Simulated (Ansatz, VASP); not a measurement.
Pt in VASP and in Ansatz

```
Pt
1.0
     3.89818    0.00000    0.00000
    -1.94909    3.37592    0.00000
     0.00000    0.00000    3.88788
Pt
3
Direct
  0.33321 0.00000 0.33333
  0.00000 0.33321 0.66667
  0.66679 0.66679 0.00000
```

Alike in both runs: functional PBEsol; k mesh 6 × 6 × 4; occupations gaussian, width 0.1 eV; no spin polarisation.

Ansatz relaxed the structure, and its values are those at the end. VASP's run is a single point on that final structure, the one shown.

```csv
,VASP,Ansatz
version,VASP 6.6.1,Ansatz 0.2.0
potentials or method,"VASP PAW PBE potentials, release 64 (Pt)","scalar-relativistic, plane waves, PAW"
plane-wave cutoff (eV),520,420
valence electrons in the cell,30,54
```

```csv
,VASP,Ansatz,Ansatz less VASP
gap on the k mesh at the Fermi level (eV),none,none,-
pressure (GPa),-0.4,0.0,+0.39
rms of the force components (eV/Å),0.003,0.003,0.0000
```

A gap of «none» marks a metal or a gap that the smearing closes. The two sets of potentials don't hold the same shells in valence.

Caveats: the k mesh is coarse (spacing up to 0.40 Å⁻¹), so the values aren't converged; the PAW data sets were made with another functional, which shifts forces and pressure a little (VASP). Spin-orbit coupling is left out, which matters for the levels of Pt.
